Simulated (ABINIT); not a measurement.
# Sn (Immm) in ABINIT: notebook

One crystal, Sn, is run at these levels: PBE; tasks: single point.

Program: ABINIT 10.8.3 (patched build). These are calculated values, not measurements. Logs are shortened: lines on timing, memory, paths and dates and some standing lists are left out, and cuts for length are marked. The log counts tension as positive stress, the text compression.

## (1) The crystal as given

It takes space group Immm (No. 71, orthorhombic). Conventional cell: a = 3.453 Å, b = 3.551 Å, c = 4.677 Å, α = 90.00°, β = 90.00°, γ = 90.00°. Around Sn (site symmetry mmm) lie 12 Sn at 3.41 to 3.55 Å.

This isn't the form of Sn at room conditions, which is tetragonal (white tin).

## (2) Single point, PBE

run.abi

```
# Pseudopotentials
pp_dirpath "./"
pseudos "Sn.GGA_PBE-JTH.xml"

# Structure
acell 3*1.0
rprim
    -3.2626858535     3.3552975514     4.4188259657
     3.2626858535    -3.3552975514     4.4188259657
     3.2626858535     3.3552975514    -4.4188259657
ntypat 1
znucl 50
natom 1
typat 1
xcart
     0.0000000000     0.0000000000     0.0000000000
chkprim 0
chksymtnons 0
tolsym 1.0e-6

# Plane-wave basis
ecut 22.0
pawecutdg 44.0
pawxcdev 0

# k points
kptopt 1
ngkpt 11 11 11
nshiftk 1
shiftk 0.0 0.0 0.0

# Exchange and correlation
ixc 11

# Bands and occupations
nband 11
occopt 3
tsmear 0.00183747

# SCF cycle
nstep 100
tolvrs 1.0e-9

# Output
iomode 3
prtwf 0
prteig 0
prtebands 0
enunit 2
prtden 1
prtvha 1
prtvclmb 1
prtpot 1
```

Potentials or basis: JTH PAW PBE v2.0.

The run is started by

```console
abinit run.abi > log 2>&1
```

run.abo:

```text
.Version 10.8.3 of ABINIT
 Symmetries : space group Im m m (# 71); Bravais oI (body-center ortho.)
================================================================================
 Values of the parameters that define the memory need of the present run
     intxc =       0    ionmov =       0      iscf =      17    lmnmax =      18
     lnmax =       6     mgfft =      30  mpssoang =       3    mqgrid =    3001
     natom =       1  nloc_mem =       2    nspden =       1   nspinor =       1
    nsppol =       1      nsym =       8    n1xccc =       1    ntypat =       1
    occopt =       3   xclevel =       2
       mpw =         967          nfft =       27000          nkpt =         216
 PAW method is used; the additional fine FFT grid is defined by:
   mgfftf=        40    nfftf =     64000
================================================================================
================================================================================

--------------------------------------------------------------------------------
------------- Echo of variables that govern the present computation ------------
--------------------------------------------------------------------------------
 -outvars: echo values of preprocessed input variables --------
            acell      1.0000000000E+00  1.0000000000E+00  1.0000000000E+00 Bohr
              amu      1.18710000E+02
          chkprim           0
      chksymtnons           0
             ecut      2.20000000E+01 Hartree
           enunit           2
                       outvar_i_n : Printing only first  50 k-points.
              ixc          11
                       outvar_i_n : Printing only first  50 k-points.
         kptrlatt       11    0    0      0   11    0      0    0   11
          kptrlen      7.08020394E+01
            natom           1
            nband          11
            ngfft          30      30      30
          ngfftdg          40      40      40
             nkpt         216
            nstep         100
             nsym           8
           ntypat           1
                       prtocc : prtvol=0, do not print more k-points.
           occopt           3
        pawecutdg      4.40000000E+01 Hartree
         pawxcdev           0
        prtebands           0
           prteig           0
           prtpot           1
         prtvclmb           1
           prtvha           1
            prtwf           0
            rprim     -3.2626858535E+00  3.3552975514E+00  4.4188259657E+00
                       3.2626858535E+00 -3.3552975514E+00  4.4188259657E+00
                       3.2626858535E+00  3.3552975514E+00 -4.4188259657E+00
          spgroup          71
           tolsym      1.00000000E-06
           tolvrs      1.00000000E-09
           tsmear      1.83747000E-03 Hartree
            typat      1
           useylm           1
                       outvars : Printing only first  50 k-points.
            znucl       50.00000

================================================================================

 chkinp: Checking input parameters for consistency.

================================================================================
== DATASET  1 ==================================================================

--- !DatasetInfo
iteration_state: {dtset: 1, }
dimensions: {natom: 1, nkpt: 216, mband: 11, nsppol: 1, nspinor: 1, nspden: 1, mpw: 967, }
cutoff_energies: {ecut:  22.0, pawecutdg:  44.0, }
electrons: {nelect:   1.40000000E+01, charge:   0.00000000E+00, occopt:   3.00000000E+00, tsmear:   1.83747000E-03, }
meta: {optdriver: 0, ionmov: 0, optcell: 0, iscf: 17, paral_kgb: 0, }
...

 Exchange-correlation functional for the present dataset will be:
  GGA: Perdew-Burke-Ernzerhof functional - ixc=11
  J.P.Perdew, K.Burke, M.Ernzerhof, PRL 77, 3865 (1996)

 Real(R)+Recip(G) space primitive vectors, cartesian coordinates (Bohr,Bohr^-1):
 R(1)= -3.2626859  3.3552976  4.4188260  G(1)=  0.0000000  0.1490181  0.1131522
 R(2)=  3.2626859 -3.3552976  4.4188260  G(2)=  0.1532480  0.0000000  0.1131522
 R(3)=  3.2626859  3.3552976 -4.4188260  G(3)=  0.1532480  0.1490181  0.0000000
 Unit cell volume ucvol=  1.9349653E+02 bohr^3
 Angles (23,13,12)=  1.19084898E+02  1.17162588E+02  9.32893171E+01 degrees

 Coarse grid specifications (used for wave-functions):

 getcut: wavevector=  0.0000  0.0000  0.0000  ngfft=  30  30  30
         ecut(hartree)=     22.000   => boxcut(ratio)=   2.20802

 getcut : COMMENT -
  Note that boxcut > 2.2 ; recall that boxcut=Gcut(box)/Gcut(sphere) = 2
  is sufficient for exact treatment of convolution.
  Such a large boxcut is a waste : you could raise ecut
  e.g. ecut=   26.814317 Hartrees makes boxcut=2

 Fine grid specifications (used for densities):

 getcut: wavevector=  0.0000  0.0000  0.0000  ngfft=  40  40  40
         ecut(hartree)=     44.000   => boxcut(ratio)=   2.08147

--- Pseudopotential description ------------------------------------------------
- pspini: atom type   1  psp file is ./Sn.GGA_PBE-JTH.xml
 Pseudopotential format is: paw10
 basis_size (lnmax)=  6 (lmn_size= 18), orbitals=   0   0   1   1   2   2
 Spheres core radius: rc_sph= 2.51086398
 Shapefunction is BESSEL type: shapef(r,l)=aa(1,l)*jl(q(1,l)*r)+aa(2,l)*jl(q(2,l)*r)
 Radius for shape functions =  1.40702157
 Compensation charge density is not taken into account in XC energy/potential

   3.60098397E+02                                ecore*ucvol(ha*bohr**3)
--------------------------------------------------------------------------------

[... 7 lines left out ...]

     iter   Etot(hartree)      deltaE(h)  residm     nres2
 ETOT  1  -69.641426448479    -6.964E+01 3.254E-01 3.655E-01
 ETOT  2  -69.712041075898    -7.061E-02 2.105E-02 6.114E-02
 ETOT  3  -69.711937710262     1.034E-04 1.255E-02 7.716E-03
 ETOT  4  -69.711930721231     6.989E-06 3.819E-03 3.032E-04
 ETOT  5  -69.711930736411    -1.518E-08 7.987E-04 5.237E-06
 ETOT  6  -69.711930733335     3.076E-09 6.232E-04 1.509E-07
 ETOT  7  -69.711930733946    -6.105E-10 3.992E-04 1.050E-08
 ETOT  8  -69.711930733927     1.846E-11 1.376E-04 9.298E-10

 At SCF step    8       nres2   =  9.30E-10 < tolvrs=  1.00E-09 =>converged.

 Cartesian components of stress tensor (hartree/bohr^3)
  sigma(1 1)=  1.16373639E-05  sigma(3 2)=  0.00000000E+00
  sigma(2 2)=  6.83871760E-05  sigma(3 1)=  0.00000000E+00
  sigma(3 3)=  1.97010255E-05  sigma(2 1)=  0.00000000E+00

--- !ResultsGS
iteration_state: {dtset: 1, }
comment   : Summary of ground state results
lattice_vectors:
- [ -3.2626859,   3.3552976,   4.4188260, ]
- [  3.2626859,  -3.3552976,   4.4188260, ]
- [  3.2626859,   3.3552976,  -4.4188260, ]
lattice_lengths: [   6.43655,    6.43655,    6.43655, ]
lattice_angles: [119.085, 117.163,  93.289, ] # degrees, (23, 13, 12)
lattice_volume:   1.9349653E+02
convergence: {deltae:  1.846E-11, res2:  9.298E-10, residm:  1.376E-04, diffor: null, }
etotal    :  -6.97119307E+01
entropy   :   0.00000000E+00
fermie    :   2.22212334E-01
cartesian_stress_tensor: # hartree/bohr^3
- [  1.16373639E-05,   0.00000000E+00,   0.00000000E+00, ]
- [  0.00000000E+00,   6.83871760E-05,   0.00000000E+00, ]
- [  0.00000000E+00,   0.00000000E+00,   1.97010255E-05, ]
pressure_GPa:  -9.7801E-01
xred      :
- [  0.0000E+00,   0.0000E+00,   0.0000E+00, Sn]
cartesian_forces: # hartree/bohr
- [ -0.00000000E+00,  -0.00000000E+00,  -0.00000000E+00, ]
force_length_stats: {min:   0.00000000E+00, max:   0.00000000E+00, mean:   0.00000000E+00, }
...

 Integrated electronic density in atomic spheres:
 ------------------------------------------------
 Atom  Sphere_radius  Integrated_density
    1        2.51086         11.82472583

================================================================================

 ----iterations are completed or convergence reached----

 Mean square residual over all n,k,spin=   58.249E-08; max=  13.761E-05
 reduced coordinates (array xred) for    1 atoms
       0.000000000000      0.000000000000      0.000000000000
 rms dE/dt=  0.0000E+00; max dE/dt=  0.0000E+00; dE/dt below (all hartree)
    1       0.000000000000      0.000000000000      0.000000000000

 cartesian coordinates (angstrom) at end:
    1      0.00000000000000     0.00000000000000     0.00000000000000

 cartesian forces (hartree/bohr) at end:
    1     -0.00000000000000    -0.00000000000000    -0.00000000000000
 frms,max,avg= 0.0000000E+00 0.0000000E+00   0.000E+00  0.000E+00  0.000E+00 h/b

 cartesian forces (eV/Angstrom) at end:
    1     -0.00000000000000    -0.00000000000000    -0.00000000000000
 frms,max,avg= 0.0000000E+00 0.0000000E+00   0.000E+00  0.000E+00  0.000E+00 e/A
 length scales=  1.000000000000  1.000000000000  1.000000000000 bohr
              =  0.529177210544  0.529177210544  0.529177210544 angstroms
 Fermi (or HOMO) energy (hartree) =   0.22221   Average Vxc (hartree)=  -0.36869
 Eigenvalues (hartree) for nkpt= 216  k points:
 kpt#   1, nband= 11, wtk=  0.00075, kpt=  0.0000  0.0000  0.0000 (reduced coord)
  -0.57027   -0.56971   -0.56904   -0.56800   -0.56668   -0.17353    0.48017    0.48552
   0.50032    0.61439    0.63019
      occupation numbers for kpt#   1
   2.00000    2.00000    2.00000    2.00000    2.00000    2.00000    0.00000    0.00000
   0.00000    0.00000    0.00000
 prteigrs : prtvol=0 or 1, do not print more k-points.

 Fermi (or HOMO) energy (eV) =   6.04671   Average Vxc (eV)= -10.03252
 Eigenvalues (   eV  ) for nkpt= 216  k points:
 kpt#   1, nband= 11, wtk=  0.00075, kpt=  0.0000  0.0000  0.0000 (reduced coord)
 -15.51774  -15.50247  -15.48447  -15.45618  -15.42026   -4.72208   13.06620   13.21167
  13.61442   16.71836   17.14846
 prteigrs : prtvol=0 or 1, do not print more k-points.

--- !EnergyTerms
iteration_state     : {dtset: 1, }
comment             : Components of total free energy in Hartree
kinetic             :  1.16802701394570E+01
hartree             :  2.44048057398369E+01
xc                  : -6.85938486787285E+00
Ewald energy        : -4.89324109239566E+01
psp_core            :  1.86100697013544E+00
local_psp           : -6.75285861569150E+01
PAW spherical_terms :  1.56624821312197E+01
internal            : -6.97118169680953E+01
'-kT*entropy'       : -1.29096724344784E-04
total_energy        : -6.97119460648197E+01
total_energy_eV     : -1.89695869032880E+03
...

--- !EnergyTermsDC
iteration_state     : {dtset: 1, }
comment             : '"Double-counting" decomposition of free energy'
band_energy         : -5.44805265198883E+00
Ewald energy        : -4.89324109239566E+01
psp_core            :  1.86100697013544E+00
xc_dc               : -2.67224527253504E+01
PAW spherical_terms :  9.53010769395751E+00
internal            : -6.97118016372029E+01
'-kT*entropy'       : -1.29096724344784E-04
total_energy_dc     : -6.97119307339272E+01
total_energy_dc_eV  : -1.89695827315397E+03
...

--- !EnergyTermsWithPAWCore
iteration_state     : {dtset: 1, }
comment             : 'Components of total free energy, including PAW core contributions'
Total energy        : -6.17733671309142E+03
Total energy DC     : -6.17733669776053E+03
Total energy (eV)   : -1.68093895271409E+05
Total energy DC (eV): -1.68093894854235E+05
...

 Cartesian components of stress tensor (hartree/bohr^3)
  sigma(1 1)=  1.16373639E-05  sigma(3 2)=  0.00000000E+00
  sigma(2 2)=  6.83871760E-05  sigma(3 1)=  0.00000000E+00
  sigma(3 3)=  1.97010255E-05  sigma(2 1)=  0.00000000E+00

-Cartesian components of stress tensor (GPa)         [Pressure= -9.7801E-01 GPa]
- sigma(1 1)=  3.42383067E-01  sigma(3 2)=  0.00000000E+00
- sigma(2 2)=  2.01202018E+00  sigma(3 1)=  0.00000000E+00
- sigma(3 3)=  5.79624182E-01  sigma(2 1)=  0.00000000E+00

== END DATASET(S) ==============================================================
================================================================================

 -outvars: echo values of variables after computation  --------
            acell      1.0000000000E+00  1.0000000000E+00  1.0000000000E+00 Bohr
           etotal     -6.9711930734E+01
            fcart     -0.0000000000E+00 -0.0000000000E+00 -0.0000000000E+00
            rprim     -3.2626858535E+00  3.3552975514E+00  4.4188259657E+00
                       3.2626858535E+00 -3.3552975514E+00  4.4188259657E+00
                       3.2626858535E+00  3.3552975514E+00 -4.4188259657E+00
           strten      1.1637363920E-05  6.8387176033E-05  1.9701025523E-05
                       0.0000000000E+00  0.0000000000E+00  0.0000000000E+00
 Calculation completed.
```

Run time: 57 s. Hardware: 1 thread of Arm Neoverse V1, shared host; peak memory 0.16 GiB.

What came out:

| Property | Result |
| --- | --- |
| Free energy | -1896.9583 eV |
| Pressure | -1.0 GPa |
| Band gap on the k mesh | none (metal or under the smearing width) |
| Valence electrons inside the program's atomic spheres | Sn 11.82 (radii [1.3287] Å) |

Stress tensor (GPa, compression positive):
```
-0.34  0.00  0.00
 0.00 -2.01  0.00
 0.00  0.00 -0.58
```

Levels at points of the mesh, in eV from the Fermi level:
| k point | band 5 | band 6 | band 7 | band 8 | band 9 | band 10 |
| --- | --- | --- | --- | --- | --- | --- |
| (0.00, 0.00, 0.00) | -21.47 | -10.77 | 7.02 | 7.16 | 7.57 | 10.67 |

## (3) Single point, PBE

Changes to run.abi since step 2:

```diff
@@ -2,3 +2,3 @@
 pp_dirpath "./"
-pseudos "Sn.GGA_PBE-JTH.xml"
+pseudos "Sn.GGA_PBE-JTH_sp.xml"
 
@@ -35,3 +35,3 @@
 # Bands and occupations
-nband 11
+nband 6
 occopt 3
```

Potentials or basis: JTH PAW PBE v2.0 sp.

The run is started by

```console
abinit run.abi > log 2>&1
```

Run time: 30 s. Hardware: 1 thread of Arm Neoverse V1, shared host; peak memory 0.17 GiB.

It converged, with:

```yaml
Free_energy: -97.8740 eV
Pressure: -1.1 GPa
Band_gap_on_the_k_mesh: none (metal or under the smearing width)
Valence_electrons_inside_the_program's_atomic_spheres: Sn 2.30 (radii [1.4296] Å)
```

Stress tensor (GPa, compression positive):
```
-0.48  0.00  0.00
 0.00 -2.17  0.00
 0.00  0.00 -0.76
```

Levels at points of the mesh, in eV from the Fermi level:
```csv
k point,band 1,band 2,band 3,band 4,band 5,band 6
"(0.00, 0.00, 0.00)",-10.76,7.06,7.22,7.60,10.90,11.30
```

Caveat: this set keeps more shells in the core, which shifts pressures and gaps.
